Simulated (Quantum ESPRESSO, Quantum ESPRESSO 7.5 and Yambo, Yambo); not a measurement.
# Quasiparticle gap of CdS (Hawleyite) in Yambo

Wanted: ground state, empty states, screening and self-energy for CdS (Hawleyite).

Program: Quantum ESPRESSO 7.5 and Yambo 5.3.0. Level of theory: PBE and many-body steps on it, plane waves. Results are calculated unless marked as measured.

**What was measured.**

- Gap 2.42 eV: optical gap from inflexion point of photoacoustic spectrum, as-grown film; photoacoustic spectroscopy; film (as-grown chemical bath deposited film, about 0.25 um thick, deposited at 80 C) (“Study of the band--gap shift in CdS films: Influence of thermal annealing in different atmospheres”, 1995, arxiv:cond-mat/9501125).

**1. Starting point**

Symmetry: F-43m, No. 216, cubic system. The conventional cell has a = 5.916 Å, b = 5.916 Å, c = 5.916 Å, α = 90.00°, β = 90.00°, γ = 90.00°. Cd has 4 S at 2.56 Å nearest. Nearest to S lie 4 Cd at 2.56 Å. Farther neighbours and most contacts between anions are not listed.

The cell and positions come from the Crystallography Open Database and are kept as given unless a step says otherwise.

**2. Ground state**

This step: Quantum ESPRESSO 7.5; DFT, PBE, plane waves, norm-conserving pseudopotentials.

The ground-state density comes first.

Contents of pw.in:

```
&control
  calculation = 'scf'
  prefix = 'x'
  outdir = 'o'
  pseudo_dir = 'pseudo'
/
&system
  ibrav = 0
  nat = 2
  ntyp = 2
  ecutwfc = 94.0
  nbnd = 18
  force_symmorphic = .true.
/
&electrons
  conv_thr = 1e-10
  electron_maxstep = 80
  mixing_beta = 0.5
/
ATOMIC_SPECIES
  Cd 112.41 Cd.upf
  S 32.06 S.upf
CELL_PARAMETERS angstrom
  -0.0000000000 2.9582000000 2.9582000000
  2.9582000000 -0.0000000000 2.9582000000
  2.9582000000 2.9582000000 -0.0000000000
ATOMIC_POSITIONS crystal
  Cd 0.0000000000 0.0000000000 0.0000000000
  S 0.2500000000 0.2500000000 0.2500000000
K_POINTS automatic
  6 6 6 0 0 0
```

Launch:

```sh
> OMP_NUM_THREADS=1 mpirun -n 4 pw.x -nk 4 -in pw.in > pw.out
```

Log:

```text
Program PWSCF v.7.5 starts

     This program is part of the open-source Quantum ESPRESSO suite
     for quantum simulation of materials; please cite
         "P. Giannozzi et al., J. Phys.:Condens. Matter 21 395502 (2009);
         "P. Giannozzi et al., J. Phys.:Condens. Matter 29 465901 (2017);
         "P. Giannozzi et al., J. Chem. Phys. 152 154105 (2020);
     in publications or presentations arising from this work. More details at
     Message from routine setup:
     using ibrav=0 with symmetry is DISCOURAGED, use correct ibrav instead

     G-vector sticks info

     bravais-lattice index     =            0
     lattice parameter (alat)  =       7.9057  a.u.
     unit-cell volume          =     349.3890 (a.u.)^3
     number of atoms/cell      =            2
     number of atomic types    =            2
     number of electrons       =        26.00
     number of Kohn-Sham states=           18
     kinetic-energy cutoff     =      94.0000  Ry
     charge density cutoff     =     376.0000  Ry
     scf convergence threshold =      1.0E-10
     mixing beta               =       0.5000
     number of iterations used =            8  plain     mixing
     Exchange-correlation= PBE
                           (   1   4   3   4   0   0   0)

     celldm(1)=   7.905719  celldm(2)=   0.000000  celldm(3)=   0.000000
     celldm(4)=   0.000000  celldm(5)=   0.000000  celldm(6)=   0.000000

     crystal axes: (cart. coord. in units of alat)
               a(1) = (  -0.000000   0.707107   0.707107 )
               a(2) = (   0.707107  -0.000000   0.707107 )
               a(3) = (   0.707107   0.707107  -0.000000 )

     reciprocal axes: (cart. coord. in units 2 pi/alat)
               b(1) = ( -0.707107  0.707107  0.707107 )
               b(2) = (  0.707107 -0.707107  0.707107 )
               b(3) = (  0.707107  0.707107 -0.707107 )
     Pseudo is Norm-conserving + core correction, Zval = 20.0
     Generated using ONCVPSP code by D. R. Hamann
     Using radial grid of 1368 points,  6 beta functions with:
     Pseudo is Norm-conserving + core correction, Zval =  6.0
     Generated using ONCVPSP code by D. R. Hamann
     Using radial grid of 1146 points,  6 beta functions with:
     Cd               20.00   112.41000     Cd( 1.00)
     S                 6.00    32.06000     S ( 1.00)

     24 Sym. Ops. (no inversion) found

   Cartesian axes

     site n.     atom                  positions (alat units)
         1        Cd     tau(   1) = (   0.0000000   0.0000000   0.0000000  )
         2        S      tau(   2) = (   0.3535534   0.3535534   0.3535534  )

     number of k points=    16
                       cart. coord. in units 2pi/alat
        k(    1) = (   0.0000000   0.0000000   0.0000000), wk =   0.0092593
        k(    2) = (   0.1178511   0.1178511  -0.1178511), wk =   0.0740741
        k(    3) = (   0.2357023   0.2357023  -0.2357023), wk =   0.0740741
        k(    4) = (  -0.3535534  -0.3535534   0.3535534), wk =   0.0370370
        k(    5) = (   0.2357023   0.0000000  -0.0000000), wk =   0.0555556
        k(    6) = (   0.3535534   0.1178511  -0.1178511), wk =   0.2222222
        k(    7) = (  -0.2357023  -0.4714045   0.4714045), wk =   0.2222222
        k(    8) = (  -0.1178511  -0.3535534   0.3535534), wk =   0.2222222
        k(    9) = (   0.0000000  -0.2357023   0.2357023), wk =   0.1111111
        k(   10) = (   0.4714045   0.0000000  -0.0000000), wk =   0.0555556
     [... 4 further rows ...]
        k(   15) = (  -0.1178511  -0.3535534   0.5892557), wk =   0.2222222
        k(   16) = (  -0.7071068   0.2357023   0.0000000), wk =   0.1111111

     Dense  grid:    43143 G-vectors     FFT dimensions: (  50,  50,  50)

     Initial potential from superposition of free atoms

     starting charge      25.9997, renormalised to      26.0000
     Starting wfcs are   14 randomized atomic wfcs +    4 random wfcs

     per-process dynamical memory:    38.0 Mb

     Self-consistent Calculation

     iteration #  1     ecut=    94.00 Ry     beta= 0.50

     Threshold (ethr) on eigenvalues was too large:
     Diagonalizing with lowered threshold

     total energy              =    -372.79998326 Ry
     estimated scf accuracy    <       0.12849053 Ry

     iteration #  2     ecut=    94.00 Ry     beta= 0.50

     total energy              =    -372.83339659 Ry
     estimated scf accuracy    <       0.01302256 Ry

     iteration #  3     ecut=    94.00 Ry     beta= 0.50

     total energy              =    -372.83541375 Ry
     estimated scf accuracy    <       0.00122559 Ry

     iteration #  4     ecut=    94.00 Ry     beta= 0.50

     total energy              =    -372.83551233 Ry
     estimated scf accuracy    <       0.00004086 Ry

     iteration #  5     ecut=    94.00 Ry     beta= 0.50

     total energy              =    -372.83552140 Ry
     estimated scf accuracy    <       0.00000232 Ry

     iteration #  6     ecut=    94.00 Ry     beta= 0.50

     total energy              =    -372.83552203 Ry
     estimated scf accuracy    <       0.00000023 Ry

     iteration #  7     ecut=    94.00 Ry     beta= 0.50

     total energy              =    -372.83552209 Ry
     estimated scf accuracy    <       0.00000014 Ry

     iteration #  8     ecut=    94.00 Ry     beta= 0.50

     total energy              =    -372.83552213 Ry
     estimated scf accuracy    <       0.00000002 Ry

     iteration #  9     ecut=    94.00 Ry     beta= 0.50

     total energy              =    -372.83552213 Ry
     estimated scf accuracy    <          1.3E-10 Ry

     iteration # 10     ecut=    94.00 Ry     beta= 0.50

     End of self-consistent calculation

          k = 0.0000 0.0000 0.0000 (  5329 PWs)   bands (ev):

   -94.8934 -55.9564 -55.9564 -55.9564  -5.7204  -1.1873  -1.1873  -1.1873
    -0.7644  -0.7644   6.3926   6.3926   6.3926   7.4443  12.9289  12.9289
    12.9289  17.7126

          k = 0.1179 0.1179-0.1179 (  5354 PWs)   bands (ev):

   -94.8935 -55.9566 -55.9565 -55.9565  -5.6235  -1.1537  -1.1537  -1.0916
    -0.7649  -0.7649   4.9331   6.2045   6.2045   8.6016  12.5680  13.2277
    13.2277  16.9742

          k = 0.2357 0.2357-0.2357 (  5375 PWs)   bands (ev):

   -94.8935 -55.9569 -55.9566 -55.9566  -5.4289  -1.0990  -1.0990  -0.7522
    -0.7495  -0.7495   3.1521   5.8614   5.8614   9.2892  13.0207  13.4516
    13.4516  17.3475

          k =-0.3536-0.3536 0.3536 (  5396 PWs)   bands (ev):

     [... further k-points ...]

     highest occupied, lowest unoccupied level (ev):     6.3926    7.4443

!    total energy              =    -372.83552213 Ry
     estimated scf accuracy    <          5.8E-11 Ry

     The total energy is the sum of the following terms:
     one-electron contribution =    -254.22930243 Ry
     hartree contribution      =     132.21584745 Ry
     xc contribution           =     -54.81215059 Ry
     ewald contribution        =    -196.00991657 Ry

     convergence has been achieved in  10 iterations

     XML data file, charge density, pseudopotentials, collected wavefunctions

=------------------------------------------------------------------------------=
   JOB DONE.
=------------------------------------------------------------------------------=
```

It took 14 s on 4 MPI ranks of Intel Xeon Platinum 8259CL at 2.50GHz (Skylake/Cascade Lake), shared host; peak memory 0.33 GiB; 51 s of CPU time.

This step gave:

```yaml
total_energy: -5072.6857 eV
gap: 1.052 eV
k_of_the_valence_top: 0, 0, 0
k_of_the_conduction_bottom: 0, 0, 0
least_direct_gap: 1.052 eV
```

The gap is direct, at Γ.

**3. Bands along the symmetry lines**

Levels along a band path, at the cheap level, show where the edges lie and whether the meshes to come will hold them.

Contents of pw.in:

```
&control
  calculation = 'bands'
  prefix = 'x'
  outdir = 'o'
  pseudo_dir = 'pseudo'
/
&system
  ibrav = 0
  nat = 2
  ntyp = 2
  ecutwfc = 94.0
  nbnd = 19
  force_symmorphic = .true.
/
&electrons
  conv_thr = 1e-9
  electron_maxstep = 80
  diago_full_acc = .true.
  diago_thr_init = 5e-6
/
ATOMIC_SPECIES
  Cd 112.41 Cd.upf
  S 32.06 S.upf
CELL_PARAMETERS angstrom
  -0.0000000000 2.9582000000 2.9582000000
  2.9582000000 -0.0000000000 2.9582000000
  2.9582000000 2.9582000000 -0.0000000000
ATOMIC_POSITIONS crystal
  Cd 0.0000000000 0.0000000000 0.0000000000
  S 0.2500000000 0.2500000000 0.2500000000
K_POINTS crystal
  50
  0.00000000 0.00000000 0.00000000 1
  -0.06250000 -0.06250000 0.00000000 1
  -0.12500000 -0.12500000 0.00000000 1
  -0.18750000 -0.18750000 0.00000000 1
  -0.25000000 -0.25000000 0.00000000 1
  -0.31250000 -0.31250000 0.00000000 1
  -0.37500000 -0.37500000 0.00000000 1
  -0.43750000 -0.43750000 0.00000000 1
  -0.50000000 -0.50000000 0.00000000 1
  -0.48437500 -0.48437500 0.03125000 1
  -0.46875000 -0.46875000 0.06250000 1
  -0.45312500 -0.45312500 0.09375000 1
  -0.43750000 -0.43750000 0.12500000 1
  -0.42187500 -0.42187500 0.15625000 1
  -0.40625000 -0.40625000 0.18750000 1
  -0.39062500 -0.39062500 0.21875000 1
  -0.37500000 -0.37500000 0.25000000 1
  -0.37500000 0.00000000 0.37500000 1
  -0.32812500 0.00000000 0.32812500 1
  -0.28125000 0.00000000 0.28125000 1
  -0.23437500 0.00000000 0.23437500 1
  -0.18750000 0.00000000 0.18750000 1
  -0.14062500 0.00000000 0.14062500 1
  -0.09375000 0.00000000 0.09375000 1
  -0.04687500 0.00000000 0.04687500 1
  0.00000000 0.00000000 0.00000000 1
  0.00000000 0.00000000 0.06250000 1
  0.00000000 0.00000000 0.12500000 1
  0.00000000 0.00000000 0.18750000 1
  0.00000000 0.00000000 0.25000000 1
  0.00000000 0.00000000 0.31250000 1
  0.00000000 0.00000000 0.37500000 1
  0.00000000 0.00000000 0.43750000 1
  -0.00000000 -0.00000000 0.50000000 1
  -0.06250000 -0.03125000 0.46875000 1
  -0.12500000 -0.06250000 0.43750000 1
  -0.18750000 -0.09375000 0.40625000 1
  -0.25000000 -0.12500000 0.37500000 1
  -0.31250000 -0.15625000 0.34375000 1
  -0.37500000 -0.18750000 0.31250000 1
  -0.43750000 -0.21875000 0.28125000 1
  -0.50000000 -0.25000000 0.25000000 1
  -0.50000000 -0.28125000 0.21875000 1
  -0.50000000 -0.31250000 0.18750000 1
  -0.50000000 -0.34375000 0.15625000 1
  -0.50000000 -0.37500000 0.12500000 1
  -0.50000000 -0.40625000 0.09375000 1
  -0.50000000 -0.43750000 0.06250000 1
  -0.50000000 -0.46875000 0.03125000 1
  -0.50000000 -0.50000000 0.00000000 1
```

Log:

```text
[banner, memory and clock lines left out]
Program PWSCF v.7.5 starts

     Atomic positions and unit cell read from directory:
     o/x.save/

     Message from routine setup:
     using ibrav=0 with symmetry is DISCOURAGED, use correct ibrav instead

     G-vector sticks info

     bravais-lattice index     =            0
     lattice parameter (alat)  =       7.9057  a.u.
     unit-cell volume          =     349.3890 (a.u.)^3
     number of atoms/cell      =            2
     number of atomic types    =            2
     number of electrons       =        26.00
     number of Kohn-Sham states=           19
     kinetic-energy cutoff     =      94.0000  Ry
     charge density cutoff     =     376.0000  Ry
     Exchange-correlation= PBE
                           (   1   4   3   4   0   0   0)

     celldm(1)=   7.905719  celldm(2)=   0.000000  celldm(3)=   0.000000
     celldm(4)=   0.000000  celldm(5)=   0.000000  celldm(6)=   0.000000

     crystal axes: (cart. coord. in units of alat)
               a(1) = (  -0.000000   0.707107   0.707107 )
               a(2) = (   0.707107  -0.000000   0.707107 )
               a(3) = (   0.707107   0.707107  -0.000000 )

     reciprocal axes: (cart. coord. in units 2 pi/alat)
               b(1) = ( -0.707107  0.707107  0.707107 )
               b(2) = (  0.707107 -0.707107  0.707107 )
               b(3) = (  0.707107  0.707107 -0.707107 )
     Pseudo is Norm-conserving + core correction, Zval = 20.0
     Generated using ONCVPSP code by D. R. Hamann
     Using radial grid of 1368 points,  6 beta functions with:
     Pseudo is Norm-conserving + core correction, Zval =  6.0
     Generated using ONCVPSP code by D. R. Hamann
     Using radial grid of 1146 points,  6 beta functions with:
     Cd               20.00   112.41000     Cd( 1.00)
     S                 6.00    32.06000     S ( 1.00)

     24 Sym. Ops. (no inversion) found

   Cartesian axes

     site n.     atom                  positions (alat units)
         1        Cd     tau(   1) = (   0.0000000   0.0000000   0.0000000  )
         2        S      tau(   2) = (   0.3535534   0.3535534   0.3535534  )

     number of k points=    50
                       cart. coord. in units 2pi/alat
        k(    1) = (   0.0000000   0.0000000   0.0000000), wk =   0.0400000
        k(    2) = (   0.0000000   0.0000000  -0.0883883), wk =   0.0400000
        k(    3) = (   0.0000000   0.0000000  -0.1767767), wk =   0.0400000
[...]
[... 38 further rows ...]
        k(   49) = (   0.0441942  -0.0000000  -0.7071068), wk =   0.0400000
        k(   50) = (   0.0000000   0.0000000  -0.7071068), wk =   0.0400000

     Dense  grid:    43143 G-vectors     FFT dimensions: (  50,  50,  50)

     The potential is recalculated from file :
     o/x.save/charge-density

     Starting wfcs are   14 randomized atomic wfcs +    5 random wfcs

     Band Structure Calculation

     End of band structure calculation

          k = 0.0000 0.0000 0.0000 (  5329 PWs)   bands (ev):

   -94.8936 -55.9566 -55.9566 -55.9566  -5.7203  -1.1874  -1.1874  -1.1874
    -0.7645  -0.7645   6.3926   6.3926   6.3926   7.4443  12.9289  12.9289
    12.9289  17.6060  17.7127

          k = 0.0000 0.0000-0.0884 (  5381 PWs)   bands (ev):

   -94.8936 -55.9566 -55.9566 -55.9566  -5.7007  -1.1773  -1.1773  -1.1768
[...]
13.0388  17.1572  17.7356

          k = 0.0000 0.0000-0.1768 (  5373 PWs)   bands (ev):

[...]
13.3516  16.1879  17.8027

          k =-0.0000-0.0000-0.2652 (  5365 PWs)   bands (ev):

[...]
k = 0.0000 0.0000-0.3536 (  5353 PWs)   bands (ev):

[...]
k =-0.0000-0.0000-0.5303 (  5398 PWs)   bands (ev):

[...]
k =-0.0000-0.0000-0.6187 (  5394 PWs)   bands (ev):

[...]
k = 0.3977-0.0000-0.3977 (  5394 PWs)   bands (ev):

[...]
k = 0.1989-0.0000-0.1989 (  5352 PWs)   bands (ev):

[...]
k = 0.0000 0.0000 0.0000 (  5329 PWs)   bands (ev):

[...]
k = 0.2652 0.0000-0.7071 (  5368 PWs)   bands (ev):

[...]
k = 0.2210-0.0000-0.7071 (  5382 PWs)   bands (ev):

[...]
k = 0.1768-0.0000-0.7071 (  5386 PWs)   bands (ev):

[...]
k = 0.1326-0.0000-0.7071 (  5378 PWs)   bands (ev):

[...]
k = 0.0884-0.0000-0.7071 (  5394 PWs)   bands (ev):

[...]
k = 0.0442-0.0000-0.7071 (  5398 PWs)   bands (ev):

[...]
16.7303  16.9219  18.5829

          k = 0.0000 0.0000-0.7071 (  5410 PWs)   bands (ev):

   -94.8937 -55.9571 -55.9569 -55.9569  -5.2122  -0.9875  -0.8790  -0.8790
    -0.6882  -0.3594   2.6294   4.6610   4.6610  10.0198  10.6859  15.4185
    16.9108  16.9108  18.4880

     XML data file, pseudopotentials, collected wavefunctions
```

The job ended after 11 s (4 MPI ranks; peak memory 0.29 GiB; 38 s of CPU time).

Numbers from this step:

| Item | Value |
| --- | --- |
| gap | 1.052 eV |
| k of the valence top | 0, 0, 0 |
| k of the conduction bottom | 0, 0, 0 |
| least direct gap | 1.052 eV |

The gap is 1.052 eV, as in the run before at this level.

Electronic bands along the path, in eV, zero at the top of the highest filled band:

| point | band 10 | band 11 | band 12 | band 13 | band 14 | band 15 | band 16 | band 17 |
| --- | --- | --- | --- | --- | --- | --- | --- | --- |
| Γ | -7.16 | 0.00 | 0.00 | 0.00 | 1.05 | 6.54 | 6.54 | 6.54 |
| halfway | -7.12 | -2.25 | -0.94 | -0.94 | 3.49 | 4.84 | 8.04 | 8.04 |
| X | -6.75 | -3.76 | -1.73 | -1.73 | 3.63 | 4.29 | 9.03 | 10.52 |
| halfway | -6.70 | -3.75 | -1.98 | -1.65 | 3.90 | 4.58 | 8.80 | 9.86 |
| U | -6.64 | -3.73 | -2.34 | -1.41 | 4.23 | 5.35 | 8.38 | 8.92 |
| jump to K | -6.64 | -3.73 | -2.34 | -1.41 | 4.23 | 5.35 | 8.38 | 8.92 |
| halfway | -7.10 | -2.65 | -1.26 | -0.39 | 3.47 | 6.06 | 6.76 | 7.24 |
| Γ | -7.16 | 0.00 | 0.00 | 0.00 | 1.05 | 6.54 | 6.54 | 6.54 |
| halfway | -7.15 | -2.39 | -0.36 | -0.36 | 2.69 | 6.23 | 7.02 | 7.02 |
| L | -6.81 | -4.14 | -0.69 | -0.69 | 2.95 | 6.99 | 6.99 | 7.33 |
| halfway | -6.71 | -3.88 | -1.80 | -1.12 | 4.25 | 5.83 | 7.13 | 8.26 |
| W | -6.59 | -3.70 | -2.08 | -2.04 | 5.24 | 5.44 | 7.14 | 8.04 |
| halfway | -6.67 | -3.73 | -1.91 | -1.89 | 4.30 | 4.72 | 8.57 | 8.81 |
| X | -6.75 | -3.76 | -1.73 | -1.73 | 3.63 | 4.29 | 9.03 | 10.52 |

(Part 1 of 3 ends here.)

[Paths, hosts, dates, memory and timing lines, banners, echoed tables and standing remarks are left out of the program output.]

[Logs are printed without paths, hosts, clocks, repeated set-up lines and the standing remarks that a program may print on its own settings, such as how far it seeks lower states.]

[Runs of the session that timed out or met a known fault of the program may be left out.]

[Hosts, paths, dates, database ids (printed as entryN), source tags and the programs' standing remarks are cut or masked in the printed files.]
